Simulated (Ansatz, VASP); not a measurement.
**Two plane-wave programs on Mo**

```xyz
1
Lattice="-1.5562 1.5562 1.5562 1.5562 -1.5562 1.5562 1.5562 1.5562 -1.5562" Properties=species:S:1:pos:R:3 pbc="T T T"
Mo    0.0000    0.0000    0.0000
```

Alike in both runs: task relaxation of cell and atoms; functional LDA; k mesh 18 × 18 × 18; occupations gaussian, width 0.1 eV; no spin polarisation.

|  | VASP | Ansatz |
| --- | --- | --- |
| version | VASP 6.6.1 | Ansatz 0.2.0 |
| potentials or method | VASP PAW LDA potentials, release 64 (Mo_sv) | scalar-relativistic, plane waves, PAW |
| plane-wave cutoff (eV) | 600 | 420 |
| valence electrons in the cell | 14 | 14 |

Ansatz gave:

| Item | Value |
| --- | --- |
| gap on the k mesh at the Fermi level, each at its own relaxed structure (eV) | none |
| relaxed volume (Å³/atom) | 15.06 |
| relaxed cell length with the largest relative difference (Å) | 2.695 |

Problem. Which values does VASP return?

Solution. gap on the k mesh at the Fermi level, each at its own relaxed structure (eV): none; relaxed volume (Å³/atom): 15.12; relaxed cell length with the largest relative difference (Å): 2.698.

A gap of «none» marks a metal or a gap that the smearing closes. Ansatz warned: «pseudo_functional_mismatch».
